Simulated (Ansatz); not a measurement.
Ansatz input

```yaml
crystal:
  lattice:
    - [4.5472717373, 0.0, 0.0]
    - [-2.2736358687, 3.9380528424, 0.0]
    - [0.0, 0.0, 14.8600151391]
  atoms:
    - { symbol: Ba, position: [0.0, 1.0, 1.0] }
    - { symbol: Ba, position: [0.0, 1.0, 0.5] }
    - { symbol: Ba, position: [0.3333333333, 0.6666666667, 0.25] }
    - { symbol: Ba, position: [0.6666666667, 0.3333333333, 0.75] }
hamiltonian:
  xc: rpbe
  pseudopotentials:
    kind: paw
    azcp:
      Ba: "pseudopotentials/Ba.paw.azcp"
basis:
  ecutwfc: 420
  fft_grid_basis: typed
kpoints:
  mp_grid: { grid: [9, 9, 3], shift: [0, 0, 0] }
magnetization:
  spin_polarized: false
scf:
  occupations: { method: fermi_dirac, width: 0.1 }
  lower_state_search: "off"
output:
  stress: true
  write_density: true
  write_potential: true
  elf: true
  volumetric_format: npy
```

and its output:

```
Engine: ansatz 0.2.0, aarch64-unknown-linux-gnu
Pseudopotentials: kind: paw
Pseudopotential: Ba, paw, valence charge 10, recommended cutoff 420 eV (normal) 
Functional definition: RPBE
  parameter kappa = 0.804
  parameter beta = 0.06672455060314922
  exchange = rpbe_x(kappa = kappa, mu = beta*pi^2/3)
  correlation = pbe_c(beta = beta)
Crystal: 4 atoms, lattice volume = 266.104 Å³
Basis set: ecut = 420 eV, 5215 PW (Γ)
Bands: 24, of which v1, the nominal top of the filled ones, is band 20 counted from 1 (19 counted from 0)
Symmetry: 24 space group operations
Space group: P63/mmc (ITA 194), of the structure as read, at distance tolerance 6.4e-5 Å
k-points: 24 of 243
Non-local potential: Ba, projectors of the file, l = 0: 3, l = 1: 2, l = 2: 2, l = 3: 2
PAW form: soft (Blöchl's): semilocal exchange-correlation on the pseudo side does not see the compensation charge
PAW frozen core: Ba, regenerated for the run's functional, and the local potential with it (the file was generated under x = pbe(κ = 0.804, μ = 0.2195149727645171), c = pbe(β = 0.06672455060314922))
PAW one-centre angular grid: Ba, 194 points (default); XC on 64 Gauss nodes
Initial density: superposition of atomic densities (neutral atoms: chi_scale 0, normalization atom), corrected by the library's trained network
Initial wavefunctions: pseudopotential atomic-orbital guess
Functional: x = rpbe, c = pbe(β = 0.06672455060314922)
SCF iter   1: F=—  HF=-23836.844920 eV  |F-HF|=—  |Δ(HF+E_count)|=         —  Δρ=1.49e-3  dr2=1.13e-2  ethr=1.77e-3  ⟨swp⟩=8.4  Hψ=6764  notcnv=0
automatic band count: the SCF goes on with 28 bands, as 24 were too few: the levels above may hold too much charge
SCF iter   2: F=—  HF=-23836.847645 eV  |F-HF|=—  |Δ(HF+E_count)|=   2.72e-3  Δρ=1.05e-3  dr2=5.86e-3  ethr=2.84e-5  ⟨swp⟩=2.1  Hψ=1254  notcnv=0
SCF iter   3: F=—  HF=-23836.848744 eV  |F-HF|=—  |Δ(HF+E_count)|=   1.10e-3  Δρ=2.99e-4  dr2=5.85e-4  ethr=1.46e-5  ⟨swp⟩=2.2  Hψ=983  notcnv=0
SCF iter   4: F=—  HF=-23836.848686 eV  |F-HF|=—  |Δ(HF+E_count)|=   5.79e-5  Δρ=1.91e-4  dr2=9.66e-5  ethr=1.46e-6  ⟨swp⟩=1.2  Hψ=702  notcnv=0
SCF iter   5: F=—  HF=-23836.848722 eV  |F-HF|=—  |Δ(HF+E_count)|=   3.59e-5  Δρ=2.85e-5  dr2=8.13e-7  ethr=2.41e-7  ⟨swp⟩=3.0  Hψ=1330  notcnv=0
SCF iter   6: F=-23836.848722 eV  HF=-23836.848722 eV  |F-HF|=5.45e-8  |Δ(HF+E_count)|=   5.14e-7  Δρ=6.82e-6  dr2=8.88e-8  ethr=2.50e-10  ⟨swp⟩=12.0  Hψ=5874  notcnv=0
SCF 1 converged in 6 iterations: F = -23836.848722 eV  dr2 = 8.88e-8
SCF converged after 6 iterations
Free energy (F): -23836.848722 eV
Harris-Foulkes:  -23836.848722 eV  (|F-HF|=5.45e-8)
Internal energy: -23836.610519 eV  (E = F + TS)
E sigma→0 (E₀):  -23836.729621 eV
Entropy (-TS):   -0.238203 eV (-59.551 meV/atom)
Fermi energy:    5.587223 eV
--- Per-component energies (eV) ---
  E_band       = -354.765283
  E_kinetic    = 665.429570
  E_local      = -1563.185353  (includes V_loc(G=0)·N_el)
  E_nonlocal   = 225.659709
  E_hartree    = 495.577301
  E_xc         = -667.337643
  E_vxc        = -533.448336  (∫ρ·V_xc dr)
  E_paw        = -20939.743331  (= ΣΔE_a)
  E_vpaw       = -140.370809  (= ΣTr[D̂ρ^β])
  E_aug_tail   = -0.000006  (compensation charges beyond the density's cutoff)
  E_ewald      = -2052.810975
  E_core_change = -0.199789  (= ΣΔE_core)
  E_smearing   = -0.238203  (= −TS)
  E_closure    = -0.000000  (closes the sum)
  Σ components = -23836.848722   (vs F -23836.848722, Δ=0.00e0)
--- Stress (GPa, compression-positive) ---
        0.374814       0.000000       0.000000
        0.000000       0.374814       0.000000
        0.000000       0.000000       0.376552
  P = ⅓ Tr σ = 0.3754 GPa (3.754 kbar)
--- Band table (eV; the first three rows and the last of 24) ---
  k-point 0: bands = ["-23.4276", "-23.4127", "-23.4116", "-23.3966", "-8.8048", "-8.6225", "-8.6206", "-8.4780", "-8.4780", "-8.4546", "-8.4546", "-8.4513", "-8.4513", "-8.4277", "-8.4277", "-8.4269", "2.8446", "3.7469", "3.7513", "4.6681", "6.4467", "6.5226", "6.5553", "7.2087", "7.2087", "7.2669", "7.2669", "7.3102"]
  k-point 1: bands = ["-23.4255", "-23.4199", "-23.4044", "-23.3987", "-8.7808", "-8.7145", "-8.5258", "-8.4747", "-8.4747", "-8.4656", "-8.4656", "-8.4537", "-8.4403", "-8.4403", "-8.4311", "-8.4311", "2.9592", "3.2826", "4.2333", "4.5648", "6.3638", "6.3833", "6.8512", "7.1679", "7.2478", "7.2478", "7.2922", "7.2922"]
  k-point 2: bands = ["-23.4244", "-23.4103", "-23.4091", "-23.3950", "-8.7901", "-8.6273", "-8.6255", "-8.5120", "-8.4888", "-8.4796", "-8.4779", "-8.4627", "-8.4624", "-8.4594", "-8.4330", "-8.4322", "3.0246", "3.9059", "3.9101", "4.8517", "6.2831", "6.4095", "6.5096", "6.9263", "7.0433", "7.0848", "7.3556", "7.3860"]
  k-point 23: bands = ["-23.3894", "-23.3894", "-23.3882", "-23.3882", "-8.7167", "-8.7167", "-8.7149", "-8.6817", "-8.6675", "-8.6675", "-8.6289", "-8.6289", "-8.5435", "-8.5236", "-8.5236", "-8.5085", "5.6091", "5.6091", "5.6593", "5.6943", "5.7102", "5.7102", "5.7749", "5.7749", "6.4048", "6.4817", "6.4817", "6.5926"]
```
